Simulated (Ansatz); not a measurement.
CaS: one input, then a changed one

The cell is COD entry 1011236, as deposited and not checked against the literature; nothing was relaxed. It is an old determination, and later ones may differ.

First run: DFT, PBE, all-electron LAPW, scalar-relativistic (Ansatz 0.2.0).

Command: `ansatz run input.yaml --threads 1 --pin off --max-ram 2048MiB --backend cpu --events-out ev --progress --plain --runs-dir out` The run took 3.9 s on 1 thread of Intel(R) Xeon(R) 6975P-C (Granite Rapids), on a shared host, peak memory 0.32 GiB.

```yaml
crystal:
  lattice:
    - [0.0, 2.843, 2.843]
    - [2.843, 0.0, 2.843]
    - [2.843, 2.843, 0.0]
  atoms:
    - { symbol: Ca, position: [0.0, 0.0, 0.0] }
    - { symbol: S, position: [0.5, 0.5, 0.5] }
kpoints:
  mp_grid: { grid: [7, 7, 7] }
scf:
  occupations: { method: fermi_dirac, width: 0.01 }
hamiltonian:
  xc: pbe
  pseudopotentials:
    kind: all_electron
    lapw: { basis_error: 0.00025, muffin_tin_radii: { S: 1.023, Ca: 1.023 } }
output:
  forces: true
  stress: true
  eigenvalues: true
```

Result: converged; pressure 0.79 GPa; gap on the k mesh 2.42 eV (the mesh can miss the band edges); 7 SCF iterations.

The input is then changed:

```diff
@@ -12,5 +12,5 @@
   occupations: { method: fermi_dirac, width: 0.01 }
 hamiltonian:
-  xc: pbe
+  xc: revpbe
   pseudopotentials:
     kind: all_electron
@@ -20,3 +20,5 @@
   stress: true
   eigenvalues: true
+basis:
+  xc_grid: 3
```

(1) What does the second run give?

## Answers

(1) It converged; pressure 2.47 GPa; gap on the k mesh 2.51 eV (the mesh can miss the band edges); 7 SCF iterations.
